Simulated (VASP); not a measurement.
**Al2O3: electric field gradients with LDA**

Crystal: Al2O3.

```
Al O
1.0
     4.61378    0.00000    0.00000
     0.00000    9.56328    0.00000
     0.00000    0.00000    3.11986
Al O
4 6
Direct
  0.98298 0.82457 0.00000
  0.01702 0.17543 0.00000
  0.48297 0.67543 0.50000
  0.51702 0.32457 0.50000
  0.50000 0.50000 0.50000
  0.12363 0.75305 0.50000
  0.37637 0.25305 0.00000
  0.62364 0.74695 0.00000
  0.00000 0.00000 0.00000
  0.87636 0.24695 0.50000
```

Measurements of this composition are mostly on another form, of space group No. 167.

| Property | Result |
| --- | --- |
| Program | VASP 6.6.1 |
| Task | electric field gradients |
| Functional | LDA |
| Potentials or basis | VASP PAW LDA potentials, release 64 (Al, O) |
| Cutoff | 520 eV |
| k mesh | 5 × 3 × 7 |
| Occupations | gaussian, width 0.02 eV |
| Spin | no spin polarisation |
| Further INCAR settings | ALGO = Fast; EDIFF = 1e-08 |

| Quantity | Value |
| --- | --- |
| Pressure | -5.9 GPa |
| Largest force | 0.194 eV/Å |
| Band gap on the k mesh | 3.35 eV, direct |

Forces in eV/Å, atoms in the order of the input:
```
Al  -0.078 -0.056  0.000
Al   0.078  0.056  0.000
Al  -0.078  0.056  0.000
Al   0.078 -0.056  0.000
O    0.000  0.000  0.000
O    0.193  0.016  0.000
O   -0.193  0.016  0.000
O    0.193 -0.016  0.000
O    0.000  0.000  0.000
O   -0.193 -0.016  0.000
```

Stress tensor (GPa, compression positive):
```
-4.12  0.00  0.00
 0.00 -4.07  0.00
 0.00  0.00 -9.41
```

Levels at points of the mesh, in eV from the valence-band top:
| k point | band 21 | band 22 | band 23 | band 24 | band 25 | band 26 | band 27 | band 28 |
| --- | --- | --- | --- | --- | --- | --- | --- | --- |
| (0.00, 0.00, 0.00) | -1.06 | -0.52 | -0.06 | 0.00 | 3.35 | 4.92 | 5.87 | 6.64 |

Electric field gradients, principal values (V/Å²):
```csv
atom,Vxx,Vyy,Vzz
1 Al,7.028,28.332,-35.360
2 Al,7.028,28.332,-35.360
3 Al,7.028,28.332,-35.360
4 Al,7.028,28.332,-35.360
5 O,-14.430,-32.502,46.931
6 O,22.370,38.053,-60.422
7 O,22.370,38.053,-60.422
8 O,22.370,38.053,-60.422
9 O,-14.430,-32.502,46.931
10 O,22.370,38.053,-60.422
```

Run time: 5.1 min on 1 thread of AMD EPYC 7571, on a shared host, peak memory 0.2 GiB.

Caveat: an odd mesh through Γ misses points on the zone boundary, where band edges often lie.
